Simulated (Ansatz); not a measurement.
## Ge in Ansatz: the effect of functional

The system is Ge.

```
Ge
1.0
     1.49791   -2.61187    0.00000
     1.49791    2.61187    0.00000
     0.00000    0.00000    4.75891
Ge
2
Cartesian
  1.4979 0.8700 1.1897
  1.4979 -0.8700 3.5692
```

This isn't the form of Ge at room conditions, which is diamond.

The cell isn't the ideal one: volume scaled by 1.02.

Alike in all runs:

- Program: Ansatz 0.2.0
- Task: single point
- Potentials or basis: Ansatz PAW
- k mesh: 10 × 10 × 6
- Occupations: fermi-dirac, width 0.05 eV
- Spin: no spin polarisation

```tsv
functional	cutoff	pressure (GPa)
LDA	420 eV (not typed: the program's choice for these potentials)	-2.6
PBE	420 eV (not typed: the program's choice for these potentials)	2.7
PBEsol	420 eV (not typed: the program's choice for these potentials)	-1.0
r2SCAN	500 eV (not typed: the program's choice for these potentials)	?
```

Problem. What does the run with functional r2SCAN give?

Solution. Pressure 0.6 GPa.

Caveats: the PAW data sets come from PBE, with cores solved anew for the run's functional, which leaves a small shift of forces and pressure (some runs).
